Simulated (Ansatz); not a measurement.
Method: DFT PBE, scalar-relativistic, plane waves, PAW in Ansatz.

Levels along Γ–X–U | K–Γ–L–W–X, in eV from a zero inside the gap, sorted by energy at each point. Points in fractions of the primitive reciprocal vectors: Γ (0.000 0.000 0.000), X (0.500 0.000 0.500), U (0.625 0.250 0.625), K (0.375 0.375 0.750), L (0.500 0.500 0.500), W (0.500 0.250 0.750).
```csv
point,"k (1/Å, with 2π)",band 6,band 7,band 8,band 9,band 10
Γ,0.000,-2.98,-2.98,-2.98,2.98,7.57
-,0.166,-3.07,-2.99,-2.99,3.16,7.38
-,0.331,-3.25,-3.00,-3.00,3.66,6.92
-,0.497,-3.40,-3.02,-3.02,4.35,6.38
-,0.662,-3.44,-3.04,-3.04,5.15,5.89
-,0.828,-3.36,-3.04,-3.04,5.51,5.99
-,0.994,-3.26,-3.05,-3.05,5.27,6.74
X,1.159,-3.21,-3.05,-3.05,5.19,7.09
-,1.218,-3.21,-3.05,-3.05,5.21,7.11
-,1.276,-3.21,-3.07,-3.06,5.26,7.17
-,1.335,-3.21,-3.10,-3.07,5.34,7.26
-,1.393,-3.20,-3.14,-3.09,5.45,7.38
-,1.452,-3.20,-3.19,-3.11,5.58,7.52
-,1.510,-3.25,-3.19,-3.14,5.72,7.67
U,1.569,-3.30,-3.19,-3.17,5.88,7.52
K,1.569,-3.30,-3.19,-3.17,5.88,7.52
-,1.745,-3.46,-3.24,-3.16,6.21,7.07
-,1.920,-3.55,-3.28,-3.13,6.06,6.78
-,2.096,-3.54,-3.26,-3.09,5.40,6.69
-,2.272,-3.42,-3.19,-3.05,4.55,6.82
-,2.447,-3.23,-3.09,-3.01,3.75,7.10
-,2.623,-3.06,-3.01,-2.99,3.19,7.42
Γ,2.798,-2.98,-2.98,-2.98,2.98,7.57
-,2.942,-3.03,-3.00,-3.00,3.12,7.48
-,3.085,-3.15,-3.04,-3.04,3.52,7.27
-,3.229,-3.31,-3.11,-3.11,4.11,7.06
-,3.372,-3.47,-3.18,-3.18,4.79,6.93
-,3.515,-3.61,-3.24,-3.24,5.42,6.96
-,3.659,-3.69,-3.28,-3.28,5.81,7.17
L,3.802,-3.73,-3.29,-3.29,5.92,7.31
-,3.919,-3.70,-3.29,-3.29,5.95,7.26
-,4.037,-3.64,-3.28,-3.27,6.04,7.14
-,4.154,-3.56,-3.25,-3.24,6.18,6.98
-,4.271,-3.48,-3.23,-3.21,6.33,6.83
-,4.388,-3.41,-3.19,-3.18,6.47,6.71
-,4.505,-3.37,-3.17,-3.16,6.57,6.63
W,4.622,-3.35,-3.15,-3.15,6.61,6.61
-,4.705,-3.34,-3.17,-3.14,6.28,6.95
-,4.787,-3.30,-3.18,-3.12,5.97,7.30
-,4.870,-3.24,-3.19,-3.09,5.71,7.59
-,4.953,-3.20,-3.17,-3.08,5.49,7.40
-,5.036,-3.21,-3.10,-3.06,5.33,7.24
-,5.119,-3.21,-3.06,-3.05,5.23,7.13
X,5.202,-3.21,-3.05,-3.05,5.19,7.09
```

The cell has space group Fm-3m, 2 atoms and 16 electrons in the valence of the PAW potentials, and holds 2 elements, among them K; it is relaxed at this level.

Cutoff 420 eV, k mesh 8×8×8. No spin polarisation.

Question: Which material gives these bands?

Answer: KF, conventional cell a = 5.421 Å (cubic). Other compounds weren't ruled out.

The cell was relaxed from a distorted copy of a database structure.
